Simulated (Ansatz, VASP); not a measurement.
## Ba: VASP beside Ansatz

The input POSCAR:

```
Ba
1.0
    1.9550000000     -3.6500000000      0.0000000000
    1.9550000000      3.6500000000      0.0000000000
    0.0000000000      0.0000000000      5.7000000000
Ba
1
Direct
    0.0000000000      0.0000000000      0.0000000000
```

The input INCAR.step1:

```
SYSTEM = Ba
PREC = Accurate ; ENCUT = 520
ISMEAR = 0 ; SIGMA = 0.15
LREAL = .False. ; LASPH = .True.
NELM = 100 ; NBANDS = 11
GGA = PE ; ALGO = Normal
EDIFF = 1E-4 ; LWAVE = .True.
LCHARG = .False.
```

Contents of INCAR.step2:

```
SYSTEM = Ba
PREC = Accurate ; ENCUT = 520
EDIFF = 1E-7 ; ISMEAR = 0
SIGMA = 0.15 ; LREAL = .False.
LASPH = .True. ; NELM = 100
ALGO = Normal ; ISIF = 2
LWAVE = .False. ; LCHARG = .True.
METAGGA = R2SCAN ; LMIXTAU = .True.
LELF = .True. ; LVHAR = .True.
NBANDS = 11 ; ISTART = 1
```

KPOINTS

```
regular mesh
0
Gamma
  14 14 8
  0 0 0
```

Input for Ansatz:

```yaml
crystal:
  lattice:
    - [1.955, -3.65, 0.0]
    - [1.955, 3.65, 0.0]
    - [0.0, 0.0, 5.7]
  atoms:
    - { symbol: Ba, position: [0.0, 0.0, 0.0] }
basis:
  ecutwfc: 500
kpoints:
  mp_grid: { grid: [14, 14, 8] }
hamiltonian:
  xc: r2scan
scf:
  occupations: { method: gaussian, width: 0.15 }
output:
  forces: true
  stress: true
  eigenvalues: true
```

This isn't the form of Ba at room conditions, which is bcc.

Alike in both runs: task single point; functional r2SCAN; k mesh 14 × 14 × 8; occupations gaussian, width 0.15 eV; no spin polarisation.

```csv
,VASP,Ansatz
version,VASP 6.6.1,Ansatz 0.2.0
potentials or method,"VASP PAW PBE potentials, release 64 (Ba_sv)","scalar-relativistic, plane waves, PAW"
plane-wave cutoff (eV),520,500
valence electrons in the cell,10,10
```

```tsv
	VASP	Ansatz	Ansatz less VASP
gap on the k mesh at the Fermi level (eV)	none	none	-
pressure (GPa)	0.6	0.6	-0.06
largest component of the traceless stress (GPa)	2.99	2.92	-0.069
```

A gap of «none» marks a metal or a gap that the smearing closes.

Caveats: the PAW data sets were made with another functional, which shifts forces and pressure a little (VASP). The runs have no spin-orbit coupling, so splittings on Ba are missing.
